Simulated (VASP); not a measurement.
The system is TiO2 (Anatase).

```
CELL_PARAMETERS angstrom
-1.89210 1.89210 4.75730
1.89210 -1.89210 4.75730
1.89210 1.89210 -4.75730
ATOMIC_POSITIONS crystal
Ti 0.00000 0.00000 0.00000
Ti 0.75000 0.25000 0.50000
O 0.20810 0.20810 0.00000
O 0.95810 0.45810 0.50000
O 0.54190 0.04190 0.50000
O 0.79190 0.79190 0.00000
```

| Item | Value |
| --- | --- |
| Program | VASP 6.6.1 |
| Task | relaxation of cell and atoms |
| Functional | LDA |
| Potentials or basis | VASP PAW LDA potentials, release 64 (Ti_sv, O) |
| Cutoff | 600 eV |
| k mesh | 10 × 10 × 10 |
| Occupations | gaussian, width 0.03 eV |
| Spin | no spin polarisation |

At the start: pressure -5.8 GPa; volume 11.35 Å³/atom.

Task: Where does the relaxation end?

Result: Over 6 steps the energy falls by 5.6 meV/atom and the volume is 11.06 Å³/atom (-2.6 %); space group I4_1/amd (No. 141, to 0.05 Å).

Step by step:
```
step  energy change (eV)  largest force (eV/Å)  pressure (GPa)  volume (Å³)
   1              0.0000                0.0899           -5.77        68.13
   2              0.0280                0.3180            8.76        64.17
   3             -0.0325                0.0757           -0.06        66.42
   4             -0.0325                0.0794            0.01        66.38
   5             -0.0333                0.0232            0.06        66.31
   6             -0.0334                0.0030            0.07        66.33
```

Final structure:
```yaml
crystal:
  lattice:
    - [-1.87266, 1.87266, 4.72863]
    - [1.87266, -1.87266, 4.72863]
    - [1.87266, 1.87266, -4.72863]
  atoms:
    - { symbol: Ti, position: [0.00000, 0.00000, 0.00000] }
    - { symbol: Ti, position: [0.75000, 0.25000, 0.50000] }
    - { symbol: O, position: [0.20817, 0.20817, 0.00000] }
    - { symbol: O, position: [0.95817, 0.45817, 0.50000] }
    - { symbol: O, position: [0.54183, 0.04183, 0.50000] }
    - { symbol: O, position: [0.79183, 0.79183, 0.00000] }
```
